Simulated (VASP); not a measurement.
# InP (F-43m) in VASP: notebook

InP is run at these levels: LDA, RPBE+D4, PBE exchange alone; tasks: single point.

Program: VASP 6.6.1. These are calculated values, not measurements. Logs are shortened: lines on timing, memory, paths and dates and some standing lists are left out, and cuts for length are marked.

**Measured values to compare with.**

From a printed reference work, data compilation, for a bulk crystal of InP at 1.6 K: band gap 1.4236 eV (direct).

How close the calculation comes is told below.

## Step 1: The cell of the first run

Symmetry: F-43m, No. 216, cubic system. The conventional cell has a = 5.822 Å, b = 5.822 Å, c = 5.822 Å, α = 90.00°, β = 90.00°, γ = 90.00°. Within 3.3 Å of In (site symmetry -43m) lie 4 P at 2.52 Å. P (site symmetry -43m) has 4 In at 2.52 Å within 3.3 Å.

## Step 2: Single point, LDA

The input, INCAR:

```
SYSTEM = InP
PREC = Accurate ; ENCUT = 520
EDIFF = 1E-7 ; ISMEAR = -1
SIGMA = 0.05 ; LREAL = .FALSE.
LASPH = .TRUE. ; NELM = 100
ALGO = Normal ; ISIF = 2
LWAVE = .FALSE. ; LCHARG = .FALSE.
GGA = CA ; NBANDS = 16
```

The input, KPOINTS:

```
regular mesh
0
G
  8 8 8
  0 0 0
```

The input, POSCAR:

```
InP
1.0
    0.0000000000      2.9108316221      2.9108316221
    2.9108316221      0.0000000000      2.9108316221
    2.9108316221      2.9108316221      0.0000000000
In P
1 1
Direct
    0.0000000000      0.0000000000      0.0000000000
    0.7500000000      0.7500000000      0.7500000000
```

Potentials or basis: VASP PAW LDA potentials, release 64 (In_d, P).

Run with:

```sh
$ cat potpaw_LDA.64/In_d/POTCAR potpaw_LDA.64/P/POTCAR > POTCAR
$ mpirun -np 1 vasp_std > vasp.out
```

OUTCAR:

```text
SYSTEM = InP
   PREC = Accurate
   ENCUT = 520
   EDIFF = 1E-7
   ISMEAR = -1
   LREAL = .FALSE.
   LASPH = .TRUE.
   NELM = 100
   ISIF = 2
   GGA = CA

 ion  position               nearest neighbor table
   1  0.000  0.000  0.000-   2 2.52   2 2.52   2 2.52   2 2.52
   2  0.750  0.750  0.750-   1 2.52   1 2.52   1 2.52   1 2.52

  LATTYP: Found a face centered cubic cell.
 ALAT       =     5.8216632442

  Lattice vectors:

 A1 = (   0.0000000000,   2.9108316221,   2.9108316221)
 A2 = (   2.9108316221,   0.0000000000,   2.9108316221)
 A3 = (   2.9108316221,   2.9108316221,   0.0000000000)

Analysis of symmetry for initial positions (statically):
=====================================================================
 Subroutine PRICEL returns:
 Original cell was already a primitive cell.

 Routine SETGRP: Setting up the symmetry group for a
 face centered cubic supercell.

 Subroutine GETGRP returns: Found 24 space group operations
 (whereof 24 operations were pure point group operations)
 out of a pool of 48 trial point group operations.

The static configuration has the point symmetry T_d .

Analysis of symmetry for dynamics (positions and initial velocities):
=====================================================================
 Subroutine PRICEL returns:
 Original cell was already a primitive cell.

 Routine SETGRP: Setting up the symmetry group for a
 face centered cubic supercell.

 Subroutine GETGRP returns: Found 24 space group operations
 (whereof 24 operations were pure point group operations)
 out of a pool of 48 trial point group operations.

The dynamic configuration has the point symmetry T_d .

 Subroutine INISYM returns: Found 24 space group operations
 (whereof 24 operations are pure point group operations),
 and found     1 'primitive' translations

----------------------------------------------------------------------------------------

                                     Primitive cell

  volume of cell :      49.3266

  direct lattice vectors                    reciprocal lattice vectors
     0.000000000  2.910831622  2.910831622    -0.171772217  0.171772217  0.171772217
     2.910831622  0.000000000  2.910831622     0.171772217 -0.171772217  0.171772217
     2.910831622  2.910831622  0.000000000     0.171772217  0.171772217 -0.171772217

  length of vectors
[... 79 lines left out ...]
   LASPH  =      T    aspherical Exc in radial PAW
   ENCUT  =  520.0 eV  38.22 Ry    6.18 a.u.   7.65  7.65  7.65*2*pi/ulx,y,z
   NELM   =    100;   NELMIN=  2; NELMDL= -5     # of ELM steps
   EDIFF  = 0.1E-06   stopping-criterion for ELM
   LREAL  =      F    real-space projection
   EDIFFG = 0.1E-05   stopping-criterion for IOM
   NSW    =      0    number of steps for IOM
   IBRION =     -1    ionic relax: 0-MD 1-quasi-New 2-CG
   NFREE  =      0    steps in history (QN), initial steepest desc. (CG)
   ISIF   =      2    stress and relaxation
   ISYM   =      2    0-nonsym 1-usesym 2-fastsym
   POTIM  = 0.5000    time-step for ionic-motion
   TEBEG  =    0.0;   TEEND  =   0.0 temperature during run
   PSTRESS=    0.0 pullay stress
   NELECT =      18.0000    total number of electrons
   NUPDOWN=      -1.0000    fix difference up-down
   EMIN   =  10.00;   EMAX   =-10.00  energy-range for DOS
   EFERMI =   0.00;   METHOD = LEGACY
   ISMEAR =    -1;   SIGMA  =   0.05  broadening in eV -4-tet -1-fermi 0-gaus
   EFERMI_NEDOS =   21; number of points for ismear=-14 and -15
   IALGO  =     38    algorithm
   IMIX   =      4    mixing-type and parameters
     AMIX     =   0.40;   BMIX     =  1.00
     AMIX_MAG =   1.60;   BMIX_MAG =  1.00
  volume/ion in A,a.u.               =      24.66       166.44
  Fermi-wavevector in a.u.,A,eV,Ry     =   1.169873  2.210739 18.620961  1.368602
  Thomas-Fermi vector in A             =   2.306339
   LORBIT       =      0    0 simple, 1 ext, 2 COOP (PROOUT), +10 PAW based schemes
   GGA     = CA    functional components
   LHFCALC =     F    Hartree Fock is set to
   AEXX    =    0.0000 exact exchange contribution
   IVDW    =     0    specifies the selected vdW correction
   LEPSILON=     F    determine dielectric tensor
   LRPA    =     F    only Hartree local field effects (RPA)
 non-spin polarized calculation
  energy-cutoff  :      520.00
  volume of cell :       49.33
 maximum number of plane-waves:      1363
   NGX = 15   NGY = 15   NGZ = 15

 number of electron      17.9999997 magnetization

 Free energy of the ion-electron system (eV)
  ---------------------------------------------------
  ext. energy  EPLUGINS =         0.00000000
  ---------------------------------------------------
  free energy    TOTEN  =        -9.67195033 eV

  energy without entropy =       -9.67193949  energy(sigma->0) =       -9.67194491

 E-fermi :   5.5757     XC(G=0):  -9.6980

 val. band max:        5.2352062011   @ k =   0.0000   0.0000   0.0000
 cond. band min:       5.8550054646   @ k =   0.0000   0.0000   0.0000
 fundamental gap:      0.6197992636
 Fermi energy:         5.5756628960

 k-point     1 :       0.0000    0.0000    0.0000
  band No.  band energies     occupation
      1      -8.9966      2.00000
      2      -8.9966      2.00000
      3      -8.9966      2.00000
      4      -8.8312      2.00000
      5      -8.8312      2.00000
      6      -6.4513      2.00000
[... 433 lines left out ...]
      3      -8.9222      2.00000
      4      -8.8379      2.00000
      5      -8.8173      2.00000
      6      -4.2943      2.00000
[... 8 lines left out ...]
     15      15.8574      0.00000
     16      16.5488      0.00000

 [... further k-points ...]

------------------------ aborting loop because EDIFF is reached ----------------------------------------

  FORCE on cell =-STRESS in cart. coord.  units (eV):
  Direction    XX          YY          ZZ          XY          YZ          ZX
  --------------------------------------------------------------------------------------
  -------------------------------------------------------------------------------------
  Total        0.0627308      0.0627308      0.0627308      0.0000000      0.0000000      0.0000000
  in kB        2.0375600      2.0375600      2.0375600      0.0000000      0.0000000      0.0000000
  external PRESSURE =       2.0375600 kB  Pullay stress =       0.0000000 kB

 VOLUME and BASIS-vectors are now :
 -----------------------------------------------------------------------------
  energy-cutoff  :      520.00
  volume of cell :       49.33
      direct lattice vectors                 reciprocal lattice vectors
     0.000000000  2.910831622  2.910831622    -0.171772217  0.171772217  0.171772217
     2.910831622  0.000000000  2.910831622     0.171772217 -0.171772217  0.171772217
     2.910831622  2.910831622  0.000000000     0.171772217  0.171772217 -0.171772217

 POSITION                                       TOTAL-FORCE (eV/Angst)
 -----------------------------------------------------------------------------------
      0.00000      0.00000      0.00000         0.000000      0.000000      0.000000
      4.36625      4.36625      4.36625        -0.000000     -0.000000     -0.000000
 -----------------------------------------------------------------------------------
    total drift:                                0.000000      0.000000     -0.000000

  FREE ENERGIE OF THE ION-ELECTRON SYSTEM (eV)
  ---------------------------------------------------
  free  energy   TOTEN  =        -9.6719503328 eV

  energy  without entropy=       -9.6719394873  energy(sigma->0) =       -9.67194491
```

OSZICAR:

```text
N       E                     dE             d eps       ncg     rms          rms(c)
DAV:   1     0.111624303836E+03    0.11162E+03   -0.84197E+03   944   0.124E+03
DAV:   2    -0.256812441221E+01   -0.11419E+03   -0.10942E+03  1048   0.300E+02
DAV:   3    -0.991358240470E+01   -0.73455E+01   -0.73140E+01  1224   0.748E+01
DAV:   4    -0.101087542082E+02   -0.19517E+00   -0.19512E+00  1184   0.133E+01
DAV:   5    -0.101180511669E+02   -0.92970E-02   -0.92968E-02  1424   0.245E+00    0.601E+00
DAV:   6    -0.972143099520E+01    0.39662E+00   -0.58717E-01  1512   0.129E+01    0.357E+00
DAV:   7    -0.967737574823E+01    0.44055E-01   -0.14216E-01  1368   0.310E+00    0.119E+00
DAV:   8    -0.967212242604E+01    0.52533E-02   -0.13558E-02  1200   0.134E+00    0.384E-01
DAV:   9    -0.967192268569E+01    0.19974E-03   -0.10067E-03  1296   0.328E-01    0.185E-01
DAV:  10    -0.967194943853E+01   -0.26753E-04   -0.15784E-04  1400   0.185E-01    0.102E-01
DAV:  11    -0.967195266463E+01   -0.32261E-05   -0.36712E-05  1456   0.939E-02    0.626E-02
DAV:  12    -0.967195031505E+01    0.23496E-05   -0.50998E-06  1120   0.158E-02    0.990E-03
DAV:  13    -0.967195033280E+01   -0.17753E-07   -0.54807E-07  1264   0.406E-03
   1 F= -.96719503E+01 E0= -.96719449E+01  d E =-.108455E-04
```

Wall time 17 s (1 thread of Intel Xeon 6975P-C (Granite Rapids), shared host); peak memory 0.15 GiB.

Results:

| Quantity | Value |
| --- | --- |
| Free energy | -9.6720 eV |
| Pressure | 0.2 GPa |
| Band gap on the k mesh | 0.62 eV, direct |

Levels at points of the mesh, in eV from the valence-band top:
```csv
k point,band 7,band 8,band 9,band 10,band 11,band 12
"(0.00, 0.00, 0.00)",0.00,0.00,0.00,0.62,3.96,3.96
"(0.50, 0.00, 0.00)",-5.94,-1.02,-1.02,1.37,4.70,4.70
"(0.50, 0.50, 0.00)",-5.95,-2.43,-2.43,1.56,2.12,9.12
```

Caveat: spin-orbit coupling is left out, which moves the levels of the heavy elements.

[end of part 1 of 2]
